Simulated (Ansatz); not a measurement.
Crystal: Si.

```
CELL_PARAMETERS angstrom
0.00000 2.72185 2.72185
2.72185 0.00000 2.72185
2.72185 2.72185 0.00000
ATOMIC_POSITIONS crystal
Si 0.50000 0.50000 0.50000
Si 0.75000 0.75000 0.75000
```

* Program: Ansatz 0.2.0
* Task: relaxation of cell and atoms
* Functional: revPBE
* Dispersion: D4
* Potentials or basis: all-electron LAPW, scalar-relativistic
* Basis error allowed: 0.001 eV/atom
* k mesh: 8 × 8 × 8
* Occupations: fermi-dirac, width 0.05 eV
* Spin: no spin polarisation

At the start: volume 20.16 Å³/atom.

**Question.** Where does the relaxation end?

**Answer.** Over 4 steps the energy falls by 4.4 meV/atom and the volume is 19.61 Å³/atom (-2.7 %); space group Fd-3m (No. 227, to 0.05 Å).

Step by step:
```
step  energy change (eV)  largest force (eV/Å)  volume (Å³)
   1              0.0000                0.0000        40.33
   2             -0.0082                0.0000        39.51
   3             -0.0087                0.0000        39.22
   4             -0.0087                0.0000        39.22
```

Final structure:
```
CELL_PARAMETERS angstrom
0.00000 2.69673 2.69673
2.69673 0.00000 2.69673
2.69673 2.69673 0.00000
ATOMIC_POSITIONS crystal
Si 0.50000 0.50000 0.50000
Si 0.75000 0.75000 0.75000
```
